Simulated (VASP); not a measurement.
# AlN, self-consistent run: which settings are enough?

AlN, P3m1 (no. 156), 4 atoms in the cell. PBE; PAW potentials Al, N (PBE set). VASP 6.6.1. The cell is changed on purpose: last atom moved by 0.08 Å along z, cell strained by -1.0% along z.

Wanted: energy within 2 meV/atom; forces within 0.01 eV/Å.

What the run is for: forces; Accuracy asked: standard.

POSCAR:
```
AlN
1.0
    3.3121157418      0.0000000000      0.0000000000
   -1.6560578709      2.8683763727      0.0000000000
    0.0000000000      0.0000000000      4.1456873700
Al N
2 2
Direct
    0.6666666700      0.3333333300      0.2500000000
    0.3333333300      0.6666666700      0.7500000000
    0.6666666700      0.3333333300      0.7500000000
    0.3333333300      0.6666666700      0.2691041900
```

The series start from Plane-wave cutoff (eV): 520; k-point mesh: 8 × 8 × 6; Precision mode (PREC): Accurate; Electronic threshold (eV): 1e-6; Bands in all (NBANDS): 20; Aspherical gradient terms in the spheres (LASPH): yes; Electronic algorithm: ALGO=Normal; Use of symmetry (ISYM): defaults; Support grid and gradient cutoff: ADDGRID=False GGA_COMPAT=False. Each series keeps the choices made before it, and each single choice may use up half of a tolerance.

## Plane-wave cutoff (eV)

| Plane-wave cutoff (eV) | Energy less reference (meV/atom) | Forces, largest deviation (eV/Å) | SCF iterations | Time (s) |
|---|---|---|---|---|
| 320 | 20.2 | 0.054 | 13 | 9.2 |
| 400 | 0.9 | 0.021 | 13 | 14 |
| 460 | 1.8 | 0.003 | 13 | 14 |
| 520 | 3.1 | 0.001 | 13 | 19 |
| 600 | 2.3 | 0.000 | 13 | 24 |
| 700 | 0.7 | 0.001 | 13 | 28 |
| 840 (reference) | 0.0 | 0.000 | 13 | 36 |

Chosen: 700, the loosest value from which every tighter one stays within half of the tolerance.

## k-point mesh

| k-point mesh | Energy less reference (meV/atom) | Forces, largest deviation (eV/Å) | SCF iterations | Time (s) |
|---|---|---|---|---|
| 3 × 3 × 2 | 14.6 | 0.023 | 13 | 5.3 |
| 3 × 3 × 3 | 16.0 | 0.018 | 13 | 6.0 |
| 4 × 4 × 3 | 3.6 | 0.003 | 13 | 7.6 |
| 5 × 5 × 4 | 0.3 | 0.000 | 13 | 12 |
| 6 × 6 × 4 | 0.1 | 0.000 | 13 | 15 |
| 8 × 8 × 6 | 0.0 | 0.000 | 13 | 28 |
| 10 × 10 × 7 | 0.0 | 0.000 | 13 | 49 |
| 12 × 12 × 8 | 0.0 | 0.000 | 13 | 78 |
| 15 × 15 × 11 (reference) | 0.0 | 0.000 | 13 | 148 |

Chosen: 5 × 5 × 4.

## Precision mode (PREC)

| Precision mode (PREC) | Energy less reference (meV/atom) | Forces, largest deviation (eV/Å) | SCF iterations | Time (s) |
|---|---|---|---|---|
| Low | 0.1 | 0.006 | 13 | 7.1 |
| SingleN | 0.1 | 0.006 | 13 | 7.0 |
| Normal | 0.0 | 0.000 | 13 | 7.5 |
| Accurate (reference) | 0.0 | 0.000 | 13 | 12 |

Chosen: Normal.

## Electronic threshold (eV)

| Electronic threshold (eV) | Energy less reference (meV/atom) | Forces, largest deviation (eV/Å) | SCF iterations | Time (s) |
|---|---|---|---|---|
| 0.001 | 0.0 | 0.006 | 10 | 5.8 |
| 0.0001 | 0.0 | 0.000 | 12 | 6.4 |
| 1e-5 | 0.0 | 0.000 | 12 | 6.8 |
| 1e-6 | 0.0 | 0.000 | 13 | 7.5 |
| 1e-7 | 0.0 | 0.000 | 14 | 7.9 |
| 1e-8 (reference) | 0.0 | 0.000 | 17 | 9.6 |

Chosen: 0.0001.

## Bands in all (NBANDS)

| Bands in all (NBANDS) | Energy less reference (meV/atom) | Forces, largest deviation (eV/Å) | SCF iterations | Time (s) |
|---|---|---|---|---|
| 9 | 0.0 | 0.000 | 12 | 4.1 |
| 10 | 0.0 | 0.002 | 11 | 3.8 |
| 12 | 0.0 | 0.002 | 11 | 4.6 |
| 14 | 0.0 | 0.001 | 12 | 5.4 |
| 20 | 0.0 | 0.001 | 12 | 6.4 |
| 32 (reference) | 0.0 | 0.000 | 11 | 9.4 |

Chosen: 9.

## Aspherical gradient terms in the spheres (LASPH)

| Aspherical gradient terms in the spheres (LASPH) | Energy less reference (meV/atom) | Forces, largest deviation (eV/Å) | SCF iterations | Time (s) |
|---|---|---|---|---|
| yes | 0.0 | 0.000 | 12 | 4.1 |
| no | 0.0 | 0.001 | 12 | 3.3 |

Chosen: yes; no other choice that stays within half of the tolerance saves 30 % of the time.

## Electronic algorithm

| Electronic algorithm | Energy less reference (meV/atom) | Forces, largest deviation (eV/Å) | SCF iterations | Time (s) |
|---|---|---|---|---|
| ALGO=Normal | 0.0 | 0.000 | 12 | 4.1 |
| ALGO=Fast | 0.0 | 0.002 | 15 | 4.8 |
| ALGO=VeryFast | 0.0 | 0.002 | 18 | 4.6 |
| ALGO=All ISEARCH=1 | 0.0 | 0.004 | 13 | 4.9 |
| ALGO=All ISEARCH=0 | 0.0 | 0.004 | 13 | 4.8 |
| ALGO=Damped TIME=0.4 | 0.0 | 0.001 | 25 | 6.5 |
| ALGO=Damped TIME=0.1 | 0.0 | 0.006 | 54 | 13 |

Chosen: ALGO=Normal.

## Use of symmetry (ISYM)

| Use of symmetry (ISYM) | Energy less reference (meV/atom) | Forces, largest deviation (eV/Å) | SCF iterations | Time (s) |
|---|---|---|---|---|
| defaults | 0.0 | 0.000 | 12 | 4.1 |
| ISYM=1 | 0.0 | 0.000 | 12 | 4.1 |
| ISYM=0 | 0.0 | 0.000 | 12 | 8.8 |
| ISYM=-1 | 0.0 | 0.000 | 12 | 16 |

Chosen: defaults.

## Support grid and gradient cutoff

| Support grid and gradient cutoff | Energy less reference (meV/atom) | Forces, largest deviation (eV/Å) | SCF iterations | Time (s) |
|---|---|---|---|---|
| ADDGRID=False GGA_COMPAT=False | 0.0 | 0.000 | 12 | 4.1 |
| ADDGRID=True GGA_COMPAT=False | 0.0 | 0.000 | 12 | 4.8 |
| ADDGRID=False GGA_COMPAT=True | 0.0 | 0.000 | 12 | 4.1 |

Chosen: ADDGRID=False GGA_COMPAT=False.

## All choices together

| Input | Energy less reference (meV/atom) | Forces, largest deviation (eV/Å) | Time (s) |
|---|---|---|---|
| the program's defaults (naive) | -0.5 | 0.024 | 1.6 |
| chosen settings | 1.0 | 0.000 | 4.1 |
| reference settings throughout | 0.0 | 0.000 | 381 |

The tolerance is met.

## The input

INCAR:
```
GGA = PE ; ISMEAR = 0
SIGMA = 0.03 ; LWAVE = F
LCHARG = F ; ISIF = 2
PREC = Normal ; LASPH = T
LREAL = F ; ALGO = Normal
EDIFF = 1E-4 ; NELM = 120
GGA_COMPAT = F ; ENCUT = 700
EFERMI = MIDGAP ; NBANDS = 9
ADDGRID = F
```

KPOINTS:
```
Automatic mesh
0
Gamma
  5 5 4
  0 0 0
```

Commands:
```
cat potpaw_PBE.64/Al/POTCAR potpaw_PBE.64/N/POTCAR > POTCAR
mpirun -np 1 vasp_std > vasp.out
```

The chosen input took VASP 6.6.1 4.1 s on 1 core (AMD EPYC 9R45 (Zen 5)), a shared host.

## An input that fails: cutoff far too low

It runs to its end, but against the unchanged starting input it is off by 214.3 meV/atom in the energy, 0.293 eV/Å in the forces.

Changes against the starting input:
```
- NELM = 120
- ENCUT = 520
+ NELM = 95
+ ENCUT = 140
```
